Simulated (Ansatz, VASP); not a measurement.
**One calculation of TaSi2, two programs**

Contents of INCAR:

```
PREC = Accurate ; ENCUT = 600
EDIFF = 1E-6 ; ISMEAR = 0
SIGMA = 0.1 ; LREAL = False
LASPH = True ; NELM = 80
ALGO = Normal ; ISIF = 3
LWAVE = False ; LCHARG = False
GGA = PE ; IBRION = 2
NSW = 90 ; EDIFFG = -0.04
```

Contents of KPOINTS:

```
Automatic mesh
0
Gamma
  6 6 6
```

The input POSCAR:

```
TaSi2
1.0
    1.8788755900      1.0847693300      4.2285770800
   -1.8788755900      1.0847693300      4.2285770800
    0.0000000000     -2.1695386500      4.2285770800
Ta Si
1 2
Direct
    0.1950792100      0.1950792100      0.1950792100
    0.0275559300      0.0275559300      0.0275559300
    0.3652302100      0.3652302100      0.3652302100
```

Input for Ansatz:

```yaml
crystal:
  lattice:
    - [1.87887559, 1.08476933, 4.22857708]
    - [-1.87887559, 1.08476933, 4.22857708]
    - [0.0, -2.16953865, 4.22857708]
  atoms:
    - { symbol: Ta, position: [0.19507921, 0.19507921, 0.19507921] }
    - { symbol: Si, position: [0.02755593, 0.02755593, 0.02755593] }
    - { symbol: Si, position: [0.36523021, 0.36523021, 0.36523021] }
basis:
  ecutwfc: 420
kpoints:
  mp_grid: { grid: [6, 6, 6] }
hamiltonian:
  xc: pbe
scf:
  occupations: { method: gaussian, width: 0.1 }
  lower_state_search: "off"
output:
  forces: true
  stress: true
  eigenvalues: true
relax:
  adjacent_minimum: "off"
  f_tol: 0.04
  max_steps: 70
  cell: { stress_tol: 0.4 }
```

Alike in both runs: task relaxation of cell and atoms; functional PBE; k mesh 6 × 6 × 6; occupations gaussian, width 0.1 eV; no spin polarisation.

```csv
,VASP,Ansatz
version,VASP 6.6.1,Ansatz 0.2.0
potentials or method,"VASP PAW PBE potentials, release 64 (Ta_pv, Si)","scalar-relativistic, plane waves, PAW"
plane-wave cutoff (eV),600,420
valence electrons in the cell,19,21
```

Ansatz gave:

| Quantity | Value |
| --- | --- |
| gap on the k mesh at the Fermi level, each at its own relaxed structure (eV) | none |
| relaxed volume (Å³/atom) | 16.33 |
| relaxed cell length with the largest relative difference (Å) | 4.830 |
| energy change over the relaxation (meV/atom) | -1593 |

Q: Estimate VASP's values.

A: gap on the k mesh at the Fermi level, each at its own relaxed structure (eV): none; relaxed volume (Å³/atom): 16.31; relaxed cell length with the largest relative difference (Å): 4.827; energy change over the relaxation (meV/atom): -1593.

A gap of «none» marks a metal or a gap that the smearing closes. The two sets of potentials don't hold the same shells in valence.

Spin-orbit coupling is left out, which matters for the levels of Ta.
